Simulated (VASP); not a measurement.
Crystal: GaN.

```
CELL_PARAMETERS angstrom
0.00000 2.24757 2.24757
2.24757 0.00000 2.24757
2.24757 2.24757 0.00000
ATOMIC_POSITIONS crystal
Ga 0.00000 0.00000 0.00000
N 0.25000 0.25000 0.25000
```

The cell was built by a generator and needn't be a form met in nature.

Base run:

| Property | Result |
| --- | --- |
| Program | VASP 6.6.1 |
| Functional | r2SCAN |
| Potentials or basis | VASP PAW PBE potentials, release 64 (Ga_d, N) |
| Cutoff | 520 eV |
| k mesh | 14 × 14 × 14 |
| Occupations | gaussian, width 0.03 eV |
| Spin | no spin polarisation |

Its results: band gap on the k mesh 2.17 eV, direct; pressure 1.5 GPa.

Problem. The run is repeated on the same cell with these changes: functional from r2SCAN to PBEsol. What comes out?

Solution. Band gap on the k mesh 1.73 eV, direct; pressure 0.2 GPa.

r2SCAN gives the wider gap, since meta-GGAs in the generalised Kohn-Sham scheme recover part of the derivative discontinuity.

Caveats: the PAW data sets were made with another functional, which shifts forces and pressure a little.
